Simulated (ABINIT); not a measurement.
# Ta (Im-3m) in ABINIT: notebook

Aim: see how the results for Ta move with the level of theory and the settings. Levels: LDA-PZ, LDA, RPBE, BP86+D3(BJ). Tasks: band structure, equation of state.

Everything below comes from runs of ABINIT 10.8.3 (patched build). Logs are shortened: lines on timing, memory, paths and dates and some standing lists are left out, and cuts for length are marked. The log counts tension as positive stress, the text compression.

**Measured values to compare with.**

“Refinement of the equation of state of tantalum”, 2004, arxiv:cond-mat/0403080 quotes, for a bulk crystal of Ta: bulk modulus 194 GPa.

The runs below are set against these values where they give the same quantity.

### Step 1. Starting point

The structure is cubic, space group Im-3m (No. 229). Conventional cell: a = 3.303 Å, b = 3.303 Å, c = 3.303 Å, α = 90.00°, β = 90.00°, γ = 90.00°. Around Ta (site symmetry m-3m) lie 8 Ta at 2.86 Å.

### Step 2. Band structure, LDA-PZ

run.abi

```
# Datasets: ground state, then fixed potential
ndtset 2

# Pseudopotentials
pp_dirpath "./"
pseudos "Ta.LDA_PW-JTH.xml"

# Structure
acell 3*1.0
rprim
    -3.1204669551     3.1204669551     3.1204669551
     3.1204669551    -3.1204669551     3.1204669551
     3.1204669551     3.1204669551    -3.1204669551
ntypat 1
znucl 73
natom 1
typat 1
xred
     0.0000000000     0.0000000000     0.0000000000

# Plane-wave basis
ecut 15.0
pawecutdg 30.0

# Exchange and correlation
ixc 2

# Bands and occupations
occopt 3
tsmear 0.00183747

# SCF cycle
nstep 100

# Output
iomode 3
prtwf 0
prteig 0
prtebands 0
enunit 1
prtden1 1
prtvha1 1
prtvclmb1 1
prtpot1 1

# Dataset 1
kptopt1 1
ngkpt1 11 11 11
nshiftk1 1
shiftk1 0.0 0.0 0.0
nband1 11
tolvrs1 1.0e-9

# Dataset 2: bands along G-H-N-G-P-H
iscf2 -2
getden2 1
nband2 17
nbdbuf2 4
tolwfr2 1.0e-11
kptopt2 -5
ndivsm2 5
prteig2 1
kptbounds2
     0.0000000000     0.0000000000     0.0000000000
     0.5000000000    -0.5000000000     0.5000000000
     0.0000000000     0.0000000000     0.5000000000
     0.0000000000     0.0000000000     0.0000000000
     0.2500000000     0.2500000000     0.2500000000
     0.5000000000    -0.5000000000     0.5000000000
```

Potentials or basis: JTH PAW LDA v2.0.

Run with:

```
$ abinit run.abi > log 2>&1
```

run.abo:

```text
.Version 10.8.3 of ABINIT
 DATASET    1 : space group Im -3 m (#229); Bravais cI (body-center cubic)
================================================================================
 Values of the parameters that define the memory need for DATASET  1.
     intxc =       0    ionmov =       0      iscf =      17    lmnmax =      18
     lnmax =       6     mgfft =      20  mpssoang =       3    mqgrid =    3001
     natom =       1  nloc_mem =       2    nspden =       1   nspinor =       1
    nsppol =       1      nsym =      48    n1xccc =       1    ntypat =       1
    occopt =       3   xclevel =       1
       mpw =         358          nfft =        8000          nkpt =          56
 PAW method is used; the additional fine FFT grid is defined by:
   mgfftf=        30    nfftf =     27000
================================================================================
================================================================================

 DATASET    2 : space group Im -3 m (#229); Bravais cI (body-center cubic)
================================================================================
 Values of the parameters that define the memory need for DATASET  2.
     intxc =       0    ionmov =       0      iscf =      -2    lmnmax =      18
     lnmax =       6     mgfft =      20  mpssoang =       3    mqgrid =    3001
     natom =       1  nloc_mem =       2    nspden =       1   nspinor =       1
    nsppol =       1      nsym =      48    n1xccc =       1    ntypat =       1
    occopt =       3   xclevel =       1
       mpw =         370          nfft =        8000          nkpt =          30
 PAW method is used; the additional fine FFT grid is defined by:
   mgfftf=        30    nfftf =     27000
================================================================================
================================================================================

--------------------------------------------------------------------------------
------------- Echo of variables that govern the present computation ------------
--------------------------------------------------------------------------------
 -outvars: echo values of preprocessed input variables --------
            acell      1.0000000000E+00  1.0000000000E+00  1.0000000000E+00 Bohr
              amu      1.80947900E+02
             ecut      1.50000000E+01 Hartree
           enunit           1
           getden1          0
           getden2          1
             iscf1         17
             iscf2         -2
                       outvar_i_n : Printing only first  50 k-points.
              ixc           2
           jdtset        1    2
                       outvar_i_n : Printing only first  50 k-points.
           kptopt1          1
           kptopt2         -5
         kptrlatt       11    0    0      0   11    0      0    0   11
          kptrlen1     5.94528804E+01
          kptrlen2     3.00000000E+01
            natom           1
            nband1         11
            nband2         17
           nbdbuf1          0
           nbdbuf2          4
           ndtset           2
           ndivsm1          0
           ndivsm2          5
            ngfft          20      20      20
          ngfftdg          30      30      30
             nkpt1         56
             nkpt2         30
            nstep         100
             nsym          48
           ntypat           1
                       prtocc : prtvol=0, do not print more k-points.
           occopt           3
        pawecutdg      3.00000000E+01 Hartree
        prtebands           0
           prteig1          0
           prteig2          1
           prtpot1          1
           prtpot2          0
         prtvclmb1          1
         prtvclmb2          0
           prtvha1          1
           prtvha2          0
[... 227 lines left out ...]

 Real(R)+Recip(G) space primitive vectors, cartesian coordinates (Bohr,Bohr^-1):
 R(1)= -3.1204670  3.1204670  3.1204670  G(1)=  0.0000000  0.1602324  0.1602324
 R(2)=  3.1204670 -3.1204670  3.1204670  G(2)=  0.1602324  0.0000000  0.1602324
 R(3)=  3.1204670  3.1204670 -3.1204670  G(3)=  0.1602324  0.1602324  0.0000000
 Unit cell volume ucvol=  1.2153987E+02 bohr^3
 Angles (23,13,12)=  1.09471221E+02  1.09471221E+02  1.09471221E+02 degrees

 Coarse grid specifications (used for wave-functions):

 getcut: wavevector=  0.0000  0.0000  0.0000  ngfft=  20  20  20
         ecut(hartree)=     15.000   => boxcut(ratio)=   2.12776

 Fine grid specifications (used for densities):

 getcut: wavevector=  0.0000  0.0000  0.0000  ngfft=  30  30  30
         ecut(hartree)=     30.000   => boxcut(ratio)=   2.25121

 getcut : COMMENT -
  Note that boxcut > 2.2 ; recall that boxcut=Gcut(box)/Gcut(sphere) = 2
  is sufficient for exact treatment of convolution.
  Such a large boxcut is a waste : you could raise ecut
  e.g. ecut=   38.009472 Hartrees makes boxcut=2

--------------------------------------------------------------------------------

================================================================================
 Non-SCF case, kpt    1 (  0.00000  0.00000  0.00000), residuals and eigenvalues=
  1.87E-12  8.66E-12  6.45E-12  3.64E-12  4.33E-12  3.09E-13  7.70E-12  3.61E-12
  1.44E-12  3.02E-12  4.31E-12  2.81E-12  8.31E-12  9.02E-08  8.96E-07  6.68E-12
  6.13E-11
 -2.4293E+00 -1.1761E+00 -1.1761E+00 -1.1761E+00 -2.5228E-01  6.2875E-02
  6.2875E-02  6.2875E-02  1.8268E-01  1.8268E-01  5.9096E-01  5.9096E-01
  5.9096E-01  9.9984E-01  9.9984E-01  1.0813E+00  1.0813E+00
 Non-SCF case, kpt    2 (  0.07143 -0.07143  0.07143), residuals and eigenvalues=
  6.03E-12  6.89E-12  8.90E-12  3.82E-12  5.59E-12  9.66E-13  5.50E-12  8.11E-13
  9.03E-12  4.81E-12  2.78E-12  7.46E-12  4.40E-12  4.74E-10  2.21E-06  1.15E-07
  7.92E-06
 -2.4289E+00 -1.1794E+00 -1.1776E+00 -1.1776E+00 -2.3568E-01  6.0849E-02
  6.0849E-02  7.0781E-02  1.5606E-01  1.9195E-01  6.1991E-01  6.1991E-01
[... 183 lines left out ...]
 Non-SCF case, kpt   29 (  0.45833 -0.37500  0.45833), residuals and eigenvalues=
  2.97E-12  8.19E-12  3.70E-12  6.67E-12  3.59E-12  8.74E-12  4.44E-12  1.82E-12
  1.01E-12  5.31E-12  1.91E-12  3.14E-12  2.16E-12  1.44E-11  4.54E-11  6.99E-11
  2.36E-05
 -2.4222E+00 -1.2069E+00 -1.2069E+00 -1.2027E+00 -9.1123E-02 -9.1123E-02
  1.8535E-01  2.5789E-01  2.5789E-01  3.9428E-01  3.9428E-01  4.0146E-01
  6.7475E-01  8.6705E-01  8.6705E-01  9.6684E-01  1.2447E+00
 Non-SCF case, kpt   30 (  0.50000 -0.50000  0.50000), residuals and eigenvalues=
  2.54E-12  9.90E-13  9.40E-13  3.10E-12  1.55E-12  2.52E-12  2.04E-12  2.93E-12
  6.28E-12  7.84E-12  3.43E-12  4.60E-12  9.77E-12  3.65E-12  8.02E-12  1.19E-11
  9.42E-08
 -2.4219E+00 -1.2065E+00 -1.2065E+00 -1.2065E+00 -1.0221E-01 -1.0221E-01
  2.8765E-01  2.8765E-01  2.8765E-01  3.5717E-01  3.5717E-01  3.5717E-01
  6.0775E-01  8.8999E-01  8.8999E-01  9.3815E-01  1.3656E+00

--- !ResultsGS
iteration_state: {dtset: 2, }
comment   : Summary of ground state results
lattice_vectors:
- [ -3.1204670,   3.1204670,   3.1204670, ]
- [  3.1204670,  -3.1204670,   3.1204670, ]
- [  3.1204670,   3.1204670,  -3.1204670, ]
lattice_lengths: [   5.40481,    5.40481,    5.40481, ]
lattice_angles: [109.471, 109.471, 109.471, ] # degrees, (23, 13, 12)
lattice_volume:   1.2153987E+02
convergence: {deltae:  0.000E+00, res2:  0.000E+00, residm:  9.926E-12, diffor:  0.000E+00, }
etotal    :  -5.92436681E+01
entropy   :   0.00000000E+00
fermie    :   3.76155491E-02
cartesian_stress_tensor: null
pressure_GPa: null
xred      :
- [  0.0000E+00,   0.0000E+00,   0.0000E+00, Ta]
cartesian_forces: null
force_length_stats: {min: null, max: null, mean: null, }
...

 Integrated electronic density in atomic spheres:
 ------------------------------------------------
 Atom  Sphere_radius  Integrated_density
    1        2.41973         10.68846854

================================================================================

 ----iterations are completed or convergence reached----

 Mean square residual over all n,k,spin=   45.294E-13; max=  99.258E-13
 reduced coordinates (array xred) for    1 atoms
       0.000000000000      0.000000000000      0.000000000000

 cartesian coordinates (angstrom) at end:
    1      0.00000000000000     0.00000000000000     0.00000000000000
 length scales=  1.000000000000  1.000000000000  1.000000000000 bohr
              =  0.529177210544  0.529177210544  0.529177210544 angstroms
 Eigenvalues (   eV  ) for nkpt=  30  k points:
 kpt#   1, nband= 17, wtk=  1.00000, kpt=  0.0000  0.0000  0.0000 (reduced coord)
 -66.10358  -32.00363  -32.00363  -32.00363   -6.86501    1.71091    1.71091    1.71091
   4.97095    4.97095   16.08075   16.08075   16.08075   27.20704   27.20706   29.42237
  29.42237
 kpt#   2, nband= 17, wtk=  1.00000, kpt=  0.0714 -0.0714  0.0714 (reduced coord)
 -66.09271  -32.09184  -32.04403  -32.04403   -6.41323    1.65579    1.65579    1.92605
   4.24654    5.22310   16.86867   16.86867   16.88261   23.08713   27.83581   28.84693
  28.84699
 kpt#   3, nband= 17, wtk=  1.00000, kpt=  0.1429 -0.1429  0.1429 (reduced coord)
 -66.06186  -32.30447  -32.15623  -32.15623   -5.16986    1.63855    1.63855    2.55806
   2.63362    5.81903   18.54873   18.62718   18.98132   18.98132   26.95211   26.95211
  29.80234
 kpt#   4, nband= 17, wtk=  1.00000, kpt=  0.2143 -0.2143  0.2143 (reduced coord)
 -66.01858  -32.54161  -32.31918  -32.31918   -3.47539    0.87585    1.93164    1.93164
   3.56222    6.13235   15.90646   20.43056   21.05460   21.05460   24.98476   24.98476
  33.21071
 kpt#   5, nband= 17, wtk=  1.00000, kpt=  0.2857 -0.2857  0.2857 (reduced coord)
[... 89 lines left out ...]
   5.45803   10.40820   13.02672   13.02672   21.46613   21.77893   21.77893   29.43993
  32.26056
 kpt#  28, nband= 17, wtk=  1.00000, kpt=  0.4167 -0.2500  0.4167 (reduced coord)
 -65.93151  -32.85930  -32.85930  -32.48041   -1.66786   -1.66786    1.77123    6.01077
   6.01077   10.95868   12.18524   12.18524   21.72543   22.34767   22.34767   28.39677
  30.03651
 kpt#  29, nband= 17, wtk=  1.00000, kpt=  0.4583 -0.3750  0.4583 (reduced coord)
 -65.91041  -32.84089  -32.84089  -32.72824   -2.47959   -2.47959    5.04364    7.01751
   7.01751   10.72890   10.72890   10.92420   18.36088   23.59357   23.59357   26.30916
  33.87099
 kpt#  30, nband= 17, wtk=  1.00000, kpt=  0.5000 -0.5000  0.5000 (reduced coord)
 -65.90235  -32.83177  -32.83177  -32.83177   -2.78127   -2.78127    7.82743    7.82743
   7.82743    9.71901    9.71901    9.71901   16.53772   24.21782   24.21782   25.52841
  37.15864

== END DATASET(S) ==============================================================
================================================================================

 -outvars: echo values of variables after computation  --------
            acell      1.0000000000E+00  1.0000000000E+00  1.0000000000E+00 Bohr
           etotal1    -5.9243668120E+01
            fcart1    -0.0000000000E+00 -0.0000000000E+00 -0.0000000000E+00
            rprim     -3.1204669551E+00  3.1204669551E+00  3.1204669551E+00
                       3.1204669551E+00 -3.1204669551E+00  3.1204669551E+00
                       3.1204669551E+00  3.1204669551E+00 -3.1204669551E+00
           strten1     3.7313210689E-04  3.7313210689E-04  3.7313210689E-04
                       0.0000000000E+00  0.0000000000E+00  0.0000000000E+00
 Calculation completed.
```

Wall time 12 s (1 thread of Intel Xeon at 2.70GHz, shared host); peak memory 0.09 GiB.

Results:

| Item | Value |
| --- | --- |
| Free energy | -1612.1023 eV |
| Band gap on the k mesh | none (metal or under the smearing width) |
| Valence electrons inside the program's atomic spheres | Ta 10.69 (radii [1.2805] Å) |

Levels at the corners of the path, in eV from the Fermi level:
| point | band 2 | band 3 | band 4 | band 5 | band 6 | band 7 | band 8 | band 9 | band 10 | band 11 |
| --- | --- | --- | --- | --- | --- | --- | --- | --- | --- | --- |
| Γ | -33.03 | -33.03 | -33.03 | -7.89 | 0.69 | 0.69 | 0.69 | 3.95 | 3.95 | 15.06 |
| H | -33.86 | -33.86 | -33.86 | -3.80 | -3.80 | 6.80 | 6.80 | 6.80 | 8.70 | 8.70 |
| N | -34.21 | -33.41 | -33.04 | -4.38 | -1.57 | 1.70 | 3.82 | 4.84 | 7.77 | 11.65 |
| Γ | -33.03 | -33.03 | -33.03 | -7.89 | 0.69 | 0.69 | 0.69 | 3.95 | 3.95 | 15.06 |
| P | -33.63 | -33.63 | -33.63 | -1.21 | -1.21 | -1.21 | 5.01 | 5.01 | 6.98 | 12.90 |
| H | -33.86 | -33.86 | -33.86 | -3.80 | -3.80 | 6.80 | 6.80 | 6.80 | 8.70 | 8.70 |

Caveat: the cutoff is too short for stress, so the log's stress isn't used; spin-orbit coupling is left out, which moves the levels of the heavy elements.

### Step 3. Equation of state, LDA

run.abi

```
ndtset 7
getwfk -1
scalecart1 3*0.9795861087
scalecart2 3*0.9864848297
scalecart3 3*0.9932883884
scalecart4 3*1.0000000000
scalecart5 3*1.0066227096
scalecart6 3*1.0131594038
scalecart7 3*1.0196128224

pp_dirpath "./"
pseudos "Ta.LDA_PW-JTH.xml"

acell 3*1.0
rprim
    -3.1204669551     3.1204669551     3.1204669551
     3.1204669551    -3.1204669551     3.1204669551
     3.1204669551     3.1204669551    -3.1204669551
ntypat 1
znucl 73
natom 1
typat 1
xred
     0.0000000000     0.0000000000     0.0000000000

ecut 15.0
pawecutdg 30.0

kptopt 1
ngkpt 11 11 11
nshiftk 1
shiftk 0.0 0.0 0.0

ixc 7

nband 11
occopt 3
tsmear 0.00183747

nstep 100
tolvrs 1.0e-9

iomode 3
prtwf 1
prtden 0
prteig 0
prtebands 0
enunit 1
```

Potentials or basis: JTH PAW LDA v2.0.

Run with:

```
$ abinit run.abi > log 2>&1
```

Run time: 31 s. Hardware: 1 thread of Intel Xeon at 2.70GHz, shared host; peak memory 0.11 GiB.

The run converged. Its results:

- Equilibrium volume: 17.20 Å³/atom
- Bulk modulus: 222 GPa
- Pressure derivative of the bulk modulus: 3.9

Energy against volume, from the lowest point:
```
volume (Å³/atom)  energy (meV/atom)
          16.930               2.62
          17.290               0.00
          17.650               7.36
          18.010              24.26
          18.371              49.35
          18.731              81.84
          19.091             121.32
```

Caveat: the cutoff is too short for stress, so the log's stress isn't used; pressures at fixed basis lie under the slope of the energies.

[end of part 1 of 2]
